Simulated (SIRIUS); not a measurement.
# Bi (R-3m) in SIRIUS: notebook, part 3 of 3

SIRIUS 7.12.0.

**7. Equation of state, PBEsol, 36.47 Å³/atom (volume scaled by 1.04)**

sirius.json

```json
{
  "control": {
    "processing_unit": "cpu",
    "std_evp_solver_name": "lapack",
    "gen_evp_solver_name": "lapack",
    "verbosity": 2,
    "print_forces": false,
    "ortho_rf": true,
    "use_second_variation": true,
    "rmt_max": 3.0,
    "num_bands_to_print": 24,
    "save_wf": true
  },
  "parameters": {
    "electronic_structure_method": "full_potential_lapwlo",
    "xc_functionals": ["XC_GGA_X_PBE_SOL", "XC_GGA_C_PBE_SOL"],
    "core_relativity": "dirac",
    "valence_relativity": "iora",
    "num_fv_states": 42,
    "smearing": "fermi_dirac",
    "smearing_width": 0.0018374661,
    "pw_cutoff": 20,
    "gk_cutoff": 3.4,
    "lmax_apw": 11,
    "lmax_rho": 8,
    "lmax_pot": 8,
    "num_mag_dims": 0,
    "auto_rmt": 0,
    "ngridk": [7, 7, 7],
    "shiftk": [0, 0, 0],
    "num_dft_iter": 80,
    "energy_tol": 1e-07,
    "density_tol": 1e-05,
    "use_symmetry": true
  },
  "settings": {"tol_ne": 1e-10},
  "iterative_solver": {"type": "exact"},
  "mixer": {"type": "anderson", "beta": 0.5, "max_history": 8},
  "unit_cell": {
    "lattice_vectors": [
      [4.3413414275, 2.5064746419, 7.5396703599],
      [-4.3413414275, 2.5064746419, 7.5396703599],
      [0.0, -5.0129492836, 7.5396703599]
    ],
    "atom_types": ["Bi"],
    "atom_files": {"Bi": "Bi.json"},
    "atoms": {"Bi": [[0.766, 0.766, 0.766], [0.234, 0.234, 0.234]]}
  }
}
```

Bi.json

```json
{
  "name": "bismuth",
  "symbol": "Bi",
  "number": 83,
  "mass": 208.9804,
  "rmin": 1e-06,
  "rmt": 2.65,
  "nrmt": 800,
  "rinf": 15.61,
  "core": "1s2s2p3s3p3d4s4p4d5s",
  "valence": [
    {"basis": [{"enu": -0.04, "dme": 0, "n": 0, "auto": 0}, {"enu": -0.04, "dme": 1, "n": 0, "auto": 0}]},
    {"l": 0, "n": 1, "basis": [{"enu": -0.0724, "dme": 0, "n": 0, "auto": 0}]},
    {"l": 1, "n": 2, "basis": [{"enu": 0.06, "dme": 0, "n": 0, "auto": 0}]},
    {"l": 2, "n": 3, "basis": [{"enu": 0.06, "dme": 0, "n": 0, "auto": 0}]},
    {"l": 3, "n": 4, "basis": [{"enu": 0.06, "dme": 0, "n": 0, "auto": 0}]},
    {"l": 4, "n": 5, "basis": [{"enu": 0.06, "dme": 0, "n": 0, "auto": 0}]}
  ],
  "lo": [
    {
      "l": 0,
      "basis": [{"enu": -0.0724, "dme": 0, "n": 0, "auto": 0}, {"enu": -0.0724, "dme": 1, "n": 0, "auto": 0}]
    },
    {
      "l": 0,
      "basis": [{"enu": -0.0724, "dme": 1, "n": 0, "auto": 0}, {"enu": -0.0724, "dme": 2, "n": 0, "auto": 0}]
    },
    {
      "l": 0,
      "basis": [{"enu": -0.0724, "dme": 0, "n": 0, "auto": 0}, {"enu": 1.6364, "dme": 0, "n": 0, "auto": 0}]
    },
    {"l": 1, "basis": [{"enu": 0.06, "dme": 0, "n": 0, "auto": 0}, {"enu": 0.06, "dme": 1, "n": 0, "auto": 0}]},
    {
      "l": 1,
      "basis": [{"enu": -3.2823, "dme": 0, "n": 5, "auto": 1}, {"enu": -3.2823, "dme": 1, "n": 5, "auto": 1}]
    },
    {
      "l": 1,
      "basis": [{"enu": -3.2823, "dme": 1, "n": 5, "auto": 1}, {"enu": 0.06, "dme": 0, "n": 0, "auto": 0}]
    },
    {"l": 1, "basis": [{"enu": 0.06, "dme": 0, "n": 0, "auto": 0}, {"enu": 2.6801, "dme": 0, "n": 0, "auto": 0}]},
    {"l": 2, "basis": [{"enu": 0.06, "dme": 0, "n": 0, "auto": 0}, {"enu": 0.06, "dme": 1, "n": 0, "auto": 0}]},
    {
      "l": 2,
      "basis": [{"enu": -0.7665, "dme": 0, "n": 5, "auto": 1}, {"enu": -0.7665, "dme": 1, "n": 5, "auto": 1}]
    },
    {
      "l": 2,
      "basis": [{"enu": -0.7665, "dme": 1, "n": 5, "auto": 1}, {"enu": 0.06, "dme": 0, "n": 0, "auto": 0}]
    },
    {"l": 2, "basis": [{"enu": 0.06, "dme": 0, "n": 0, "auto": 0}, {"enu": 3.0219, "dme": 0, "n": 0, "auto": 0}]},
    {"l": 3, "basis": [{"enu": 0.06, "dme": 0, "n": 0, "auto": 0}, {"enu": 0.06, "dme": 1, "n": 0, "auto": 0}]},
    {
      "l": 3,
      "basis": [{"enu": -5.4029, "dme": 0, "n": 4, "auto": 1}, {"enu": -5.4029, "dme": 1, "n": 4, "auto": 1}]
    },
    {
      "l": 3,
      "basis": [{"enu": -5.4029, "dme": 1, "n": 4, "auto": 1}, {"enu": 0.06, "dme": 0, "n": 0, "auto": 0}]
    },
    {"l": 3, "basis": [{"enu": 0.06, "dme": 0, "n": 0, "auto": 0}, {"enu": 3.3637, "dme": 0, "n": 0, "auto": 0}]},
    {"l": 4, "basis": [{"enu": 0.06, "dme": 0, "n": 0, "auto": 0}, {"enu": 0.06, "dme": 1, "n": 0, "auto": 0}]},
    {"l": 4, "basis": [{"enu": 0.06, "dme": 0, "n": 0, "auto": 0}, {"enu": 2.7941, "dme": 0, "n": 0, "auto": 0}]}
  ],
  "free_atom": [... radial grid and density of the free atom, the start of the SCF ...]
}
```

sirius_start.json

```json
{
  "control": {
    "processing_unit": "cpu",
    "std_evp_solver_name": "lapack",
    "gen_evp_solver_name": "lapack",
    "verbosity": 1,
    "print_forces": false,
    "ortho_rf": true,
    "use_second_variation": true,
    "rmt_max": 3.0,
    "num_bands_to_print": 24,
    "save_wf": false
  },
  "parameters": {
    "electronic_structure_method": "full_potential_lapwlo",
    "xc_functionals": ["XC_LDA_X", "XC_LDA_C_PW"],
    "core_relativity": "dirac",
    "valence_relativity": "iora",
    "num_fv_states": 42,
    "smearing": "fermi_dirac",
    "smearing_width": 0.0055123983,
    "pw_cutoff": 20,
    "gk_cutoff": 2.72,
    "lmax_apw": 11,
    "lmax_rho": 8,
    "lmax_pot": 8,
    "num_mag_dims": 0,
    "auto_rmt": 0,
    "ngridk": [3, 3, 3],
    "shiftk": [0, 0, 0],
    "num_dft_iter": 30,
    "energy_tol": 0.01,
    "density_tol": 0.05,
    "use_symmetry": true
  },
  "settings": {"tol_ne": 1e-10},
  "iterative_solver": {"type": "exact"},
  "mixer": {"type": "anderson", "beta": 0.5, "max_history": 8},
  "unit_cell": {
    "lattice_vectors": [
      [4.3413414275, 2.5064746419, 7.5396703599],
      [-4.3413414275, 2.5064746419, 7.5396703599],
      [0.0, -5.0129492836, 7.5396703599]
    ],
    "atom_types": ["Bi"],
    "atom_files": {"Bi": "Bi.json"},
    "atoms": {"Bi": [[0.766, 0.766, 0.766], [0.234, 0.234, 0.234]]}
  }
}
```

Run with:

```sh
OMP_NUM_THREADS=1 sirius.scf --input=sirius_start.json --output=start.json
OMP_NUM_THREADS=1 sirius.scf --input=sirius.json --output=output.json --task=1
```

Run time: 2.1 min. Hardware: 1 thread of Arm Neoverse V1, shared host; peak memory 0.67 GiB.

The run converged. Its results:

| Item | Value |
| --- | --- |
| Free energy | -1174192.1107 eV |
| Band gap on the k mesh | 0.24 eV, indirect (least direct gap 0.49 eV) |
| All electrons inside the program's atomic spheres | Bi 80.81 (radii Bi 2.65 bohr) |

Caveat: spin-orbit coupling is left out, which as a rule narrows the gap of such compounds by several tenths of an eV; an odd mesh through Γ misses points on the zone boundary, where band edges often lie.

**8. Equation of state, PBEsol, 37.17 Å³/atom (volume scaled by 1.06)**

sirius.json, as its differences from that of step 7:

```diff
@@ -40,5 +40,5 @@
     "lattice_vectors": [
-      [4.3413414275, 2.5064746419, 7.5396703599],
-      [-4.3413414275, 2.5064746419, 7.5396703599],
-      [0.0, -5.0129492836, 7.5396703599]
+      [4.3689940292, 2.5224398789, 7.5876950329],
+      [-4.3689940292, 2.5224398789, 7.5876950329],
+      [0.0, -5.0448797578, 7.5876950329]
     ],
```

Bi.json is that of step 7.

sirius_start.json, as its differences from that of step 7:

```diff
@@ -40,5 +40,5 @@
     "lattice_vectors": [
-      [4.3413414275, 2.5064746419, 7.5396703599],
-      [-4.3413414275, 2.5064746419, 7.5396703599],
-      [0.0, -5.0129492836, 7.5396703599]
+      [4.3689940292, 2.5224398789, 7.5876950329],
+      [-4.3689940292, 2.5224398789, 7.5876950329],
+      [0.0, -5.0448797578, 7.5876950329]
     ],
```

Run with:

```sh
OMP_NUM_THREADS=1 sirius.scf --input=sirius_start.json --output=start.json
OMP_NUM_THREADS=1 sirius.scf --input=sirius.json --output=output.json --task=1
```

Run time: 2.4 min. Hardware: 1 thread of Arm Neoverse V1, shared host; peak memory 0.68 GiB.

It converged, with:

```yaml
Free_energy: -1174192.0899 eV
Band_gap_on_the_k_mesh: 0.24 eV, indirect (least direct gap 0.48 eV)
All_electrons_inside_the_program's_atomic_spheres: Bi 80.79 (radii Bi 2.65 bohr)
```

Caveat: spin-orbit coupling is left out, which as a rule narrows the gap of such compounds by several tenths of an eV; an odd mesh through Γ misses points on the zone boundary, where band edges often lie.

**9. Equation of state, PBEsol**

Potentials or basis: all-electron FP-LAPW, apw+lo standard.

This step only gathers the single runs of the series.

What came out:

- Equilibrium volume: 34.82 Å³/atom
- Bulk modulus at fixed shape and positions: 50 GPa
- Pressure derivative of the bulk modulus: 5.4

Energy against volume, from the lowest point:
```tsv
volume (Å³/atom)	energy (meV/atom)
32.965	17.08
33.667	6.13
34.368	0.68
35.070	0.00
35.771	3.42
36.472	10.80
37.174	21.19
```

Caveat: the cell was scaled at fixed shape and fractional positions, which overstates the stiffness of a crystal with free parameters, most of all of layers and chains; spin-orbit coupling is left out, which moves the levels of the heavy elements.
